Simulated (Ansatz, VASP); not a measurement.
# Ag (linear Ag chain) in two plane-wave programs, part 2 of 2

Wanted: the spread between two codes on one cell, functional and k mesh. The structure shown is the end of the Ansatz relaxation below.

VASP 6.6.1 and Ansatz 0.2.0.

So far: Set-up; Ansatz: relaxation, PBE; VASP: single point, PBE, pair 1; Side by side; VASP: single point, PBE, pair 2.

### 6. VASP: single point, PBE, pair 2 (continued)

Level of this step: PBE, zero-moment start; plane waves and PAW (Ag) (VASP).

Numbers of over 12 decimals in the logs are rounded to 6 here.

Parts of OUTCAR (step 6):

```text
  Total       -0.1344419     -0.1344419      0.0170501      0.0000000      0.0000000     -0.0000000
  in kB       -1.4433400     -1.4433400      0.1830464      0.0000000      0.0000000     -0.0000000
  external PRESSURE =      -0.9012112 kB  Pullay stress =       0.0000000 kB

  FREE ENERGIE OF THE ION-ELECTRON SYSTEM (eV)
  ---------------------------------------------------
  free  energy   TOTEN  =        -1.3918336217 eV

  energy  without entropy=       -1.3898474849  energy(sigma->0) =       -1.39084055

 magnetization (x)
# of ion       s       p       d       tot
------------------------------------------
    1       -0.000  -0.000   0.000   0.000

[... 1 part as in an earlier step ...]

[... 3 further parts left out ...]
[key lines of the parts left out:]
E-fermi :  -3.6328
```

This run allows spin, but its moments start at zero, where symmetry between the spins tends to hold them. Its electron count is odd, so without a moment it is a metal by construction.

### 7. Differences

What differs besides the data sets and the points named for the pairs above, as far as they apply: the data sets hold 19 valence electrons in Ansatz (on its default PAW (the set named soft_2) files) and 11 in VASP. Total energies have different zeros and are not compared.

Compared:

```
      quantity  Ansatz   VASP  difference
pressure (GPa)   -0.08  -0.09       +0.01
```

### 8. Ansatz: relaxation, RPBE

This run makes the geometry at which the two programs are then compared. The cell compared in this pair holds 152.50 Å³, against 149.24 Å³ for the pair before.

The structure compared here is the end of the Ansatz relaxation.

The input, input.yaml:

```yaml
crystal:
  lattice:
    - [7.5, 0.0, 0.0]
    - [0.0, 7.5, 0.0]
    - [0.0, 0.0, 2.697]
  atoms:
    - { symbol: Ag, position: [0.5, 0.5, 0.0], spin: 0.5 }
magnetization:
  spin_polarized: true
kpoints:
  mp_grid: { grid: [1, 1, 30] }
scf:
  occupations: { method: fermi_dirac, width: 0.05 }
hamiltonian:
  xc: rpbe
relax:
  cell: { fix: [a, b, alpha, beta, gamma] }
  max_steps: 60
```

Launch:

```console
> ansatz run input.yaml --threads 4 --pin off --max-ram 8192MiB --backend cpu --events-out ev --progress --plain --runs-dir out
```

The program printed:

```text
[...]
Crystal: 1 atoms, lattice volume = 151.706 Å³
Basis set: ecut = 420 eV, 3017 PW (Γ), exchange–correlation on 108×108×40 points (8 copies of the dense FFT grid, shifted against one another)
Bands: 14, of which v1, the nominal top of the filled ones, is band 10 counted from 1 (9 counted from 0)
Symmetry: 16 space group operations
[...]
-0.154485      -0.000000      -0.000000
       -0.000000      -0.154485       0.000000
       -0.000000       0.000000       0.001807
  P = ⅓ Tr σ = -0.1024 GPa (-1.024 kbar)
--- Relaxed structure (3 steps of the walk, 3 accepted, 1 SCFs on fresh bases) ---
[...]
cell:  # Å, volume = 152.4974 Å³
    - [7.5, 0, 0]
    - [0, 7.5, 0]
    - [0, 0, 2.711065]
  atoms:
    - { symbol: Ag, position: [0.5, 0.5, 0.0] }
[key lines of the parts left out:]
SCF converged after 5 iterations
Magnetization: -0.0000 μB (9.5000 up, 9.5000 down)
Free energy (F): -7597.538968 eV
Fermi energy:    -2.477460 eV
```

### 9. VASP: single point, RPBE

The same cell, functional, mesh and smearing now go to VASP, with its own data sets.

The input, INCAR:

```
SYSTEM = Ag
PREC = Accurate
ENCUT = 500
EDIFF = 1E-06
NELM = 200
ISMEAR = -1
SIGMA = 0.05
LREAL = .FALSE.
ALGO = Normal
GGA = RP
NBANDS = 12
ISPIN = 2
MAGMOM = 0
LASPH = .TRUE.
LMAXMIX = 4
LORBIT = 11
LWAVE = .FALSE.
LCHARG = .FALSE.
ISIF = 2
GGA_COMPAT = .FALSE.
KPAR = 2
```

The input, POSCAR:

```
Ag
1.0
    7.5000000000      0.0000000000      0.0000000000
    0.0000000000      7.5000000000      0.0000000000
    0.0000000000      0.0000000000      2.7110650745
Ag
1
Direct
    0.5000000000      0.5000000000      0.0000000000
```

The input, KPOINTS:

```
Automatic mesh
0
Gamma
1 1 30
0 0 0
```

Potentials, in the order of the species: Ag (PBE family, release 64).

Launch:

```console
> mpirun -np 2 vasp_std
```

The program printed:

```text
[banner, memory and clock lines left out]
running    2 mpi-ranks, on    1 nodes
[...]
|                                                                             |
|               ----> ADVICE to this user running VASP <----                  |
|                                                                             |
|     You enforced a specific xc type in the INCAR file but a different       |
|     [... a line on the potential file left out ...]
|     I HOPE YOU KNOW WHAT YOU ARE DOING!                                     |
|                                                                             |

 LDA part: xc-table for (Slater+PW92), standard interpolation
 POSCAR, INCAR and KPOINTS ok, starting setup
[...]
entering main loop
       N       E                     dE             d eps       ncg     rms          rms(c)
DAV:   1     0.559928176994E+02    0.55993E+02   -0.34705E+03   768   0.599E+02
DAV:   2     0.940192718594E+00   -0.55053E+02   -0.48097E+02   952   0.123E+02
DAV:   3    -0.119773479548E+01   -0.21379E+01   -0.21251E+01   840   0.282E+01
DAV:   4    -0.120676698147E+01   -0.90322E-02   -0.90301E-02   984   0.218E+00
[...]
DAV:   8    -0.120455632110E+01   -0.20516E-03   -0.43222E-04   800   0.155E-01    0.183E-02
DAV:   9    -0.120456161548E+01   -0.52944E-05   -0.47529E-05   912   0.461E-02    0.816E-03
DAV:  10    -0.120456091115E+01    0.70433E-06   -0.71501E-06   800   0.193E-02
   1 F= -.12045609E+01 E0= -.12034830E+01  d E =-.215586E-02  mag=    -0.0000
```

Parts of OUTCAR (step 9):

```text
  Total       -0.1504317     -0.1504317     -0.0009345      0.0000000      0.0000000      0.0000000
  in kB       -1.5804748     -1.5804748     -0.0098178      0.0000000      0.0000000      0.0000000
  external PRESSURE =      -1.0569225 kB  Pullay stress =       0.0000000 kB

  FREE ENERGIE OF THE ION-ELECTRON SYSTEM (eV)
  ---------------------------------------------------
  free  energy   TOTEN  =        -1.2045609112 eV

  energy  without entropy=       -1.2024050476  energy(sigma->0) =       -1.20348298

 magnetization (x)
# of ion       s       p       d       tot
------------------------------------------
    1        0.000  -0.000   0.000   0.000

[... 2 parts as in an earlier step ...]

[... 2 further parts left out ...]
[key lines of the parts left out:]
E-fermi :  -3.4793
```

### 10. Comparison

What differs besides the data sets and the points named for the pairs above, as far as they apply: the data sets hold 19 valence electrons in Ansatz (on its default PAW (the set named soft_2) files) and 11 in VASP; Ansatz makes its cores anew for this functional, VASP keeps those of its PBE data sets. Total energies have different zeros and are not compared.

Both answers:

```
      quantity  Ansatz   VASP  difference
pressure (GPa)   -0.10  -0.11        0.00
```

### 11. Summary of results

```
difference in pressure (single point, PBE, pair 1) : 0.0064 GPa
difference in pressure (single point, PBE, pair 2) : 0.0054 GPa
difference in pressure (single point, RPBE)        : 0.0033 GPa
```

The difference in pressure is 0.0064 GPa (single point, PBE, pair 1), within the 1 GPa picked in this series as the mark of a large difference. The data sets hold unlike numbers of valence electrons (19 in Ansatz and 11 in VASP), so part of the differences comes from the potentials. 2 further runs of this series are not shown here. How closely two codes agree says nothing of how well the functional describes the real material.

[Lines on the potential files, build, host, timing and source positions are cut from VASP's logs without a mark.]

[Logs are printed without paths, hosts, clocks, repeated set-up lines and the standing remarks that a program may print on its own settings, such as how far it seeks lower states.]

[Hosts, paths, dates, database ids (printed as entryN), source tags and the programs' standing remarks are cut or masked in the printed files.]
